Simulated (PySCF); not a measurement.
Molfile (atoms numbered from 1):
```
C4H10N
     RDKit          3D

 15 15  0  0  0  0  0  0  0  0999 V2000
    1.0568   -0.7112    0.0574 C   0  0  0  0  0  0  0  0  0  0  0  0
    0.9853    0.8230   -0.0244 C   0  0  0  0  0  0  0  0  0  0  0  0
   -0.5110    1.1550   -0.1380 C   0  0  0  0  0  0  0  0  0  0  0  0
   -1.1815   -0.1612   -0.3374 N   0  0  0  0  0  0  0  0  0  0  0  0
   -0.3575   -1.1259    0.4366 C   0  0  0  0  0  0  0  0  0  0  0  0
    1.7861   -1.0486    0.7881 H   0  0  0  0  0  0  0  0  0  0  0  0
    1.3306   -1.1383   -0.9072 H   0  0  0  0  0  0  0  0  0  0  0  0
    1.4064    1.2817    0.8670 H   0  0  0  0  0  0  0  0  0  0  0  0
    1.5459    1.1941   -0.8791 H   0  0  0  0  0  0  0  0  0  0  0  0
   -0.7373    1.8291   -0.9627 H   0  0  0  0  0  0  0  0  0  0  0  0
   -0.8835    1.5976    0.7859 H   0  0  0  0  0  0  0  0  0  0  0  0
   -1.1383   -0.4159   -1.3304 H   0  0  0  0  0  0  0  0  0  0  0  0
   -2.1653   -0.1471   -0.0528 H   0  0  0  0  0  0  0  0  0  0  0  0
   -0.5982   -2.1550    0.1749 H   0  0  0  0  0  0  0  0  0  0  0  0
   -0.5429   -0.9693    1.5001 H   0  0  0  0  0  0  0  0  0  0  0  0
  1  2  1  0
  2  3  1  0
  3  4  1  0
  4  5  1  0
  5  1  1  0
  1  6  1  0
  1  7  1  0
  2  8  1  0
  2  9  1  0
  3 10  1  0
  3 11  1  0
  4 12  1  0
  4 13  1  0
  5 14  1  0
  5 15  1  0
M  CHG  1   4   1
M  END
```

Geometry: GFN2-xTB; GIAO shifts from PySCF, gas phase, non-relativistic, averaged over equivalent atoms.

At PBE/pcSseg-1 (135 basis functions, 18 s wall time on 1 thread of an Arm Neoverse V1, shared host):
| atoms | δ (ppm) |
| --- | --- |
| C3/C5 | 54.0 |
| C1/C2 | 26.0 |
| N4 | 85.6 |
| H12/H13 | 4.79 |
| H10/H11/H14/H15 | 3.76 |
| H6/H7/H8/H9 | 2.67 |

Referencing at the same level of theory: $^{13}$C (σref 182.62) and $^{1}$H (σref 31.64) against TMS; NH3 for $^{15}$N (σref 267.34).

Problem. Estimate the result of repeating the calculation with revPBE/6-31++G**.

Solution. 
```csv
atoms,δ at revPBE/6-31++G**,change
C3/C5,50.7,-3.3
C1/C2,25.0,-1.0
N4,69.8,-15.8
H12/H13,4.90,+0.11
H10/H11/H14/H15,3.81,+0.05
H6/H7/H8/H9,2.66,-0.01
```

References, each an isolated molecule treated in the same way: $^{13}$C (σref 194.70) and $^{1}$H (σref 31.91) against TMS; $^{15}$N (σref 270.61) against NH3.

The largest change is at N4 (ammonium nitrogen). Cost: 150 basis functions, 23 s wall time on 1 thread of an Arm Neoverse V1, shared host.

Experimental scales use liquid or dissolved standards, which lie at an offset from isolated NH3 (liquid NH3: subtract about 20 ppm).
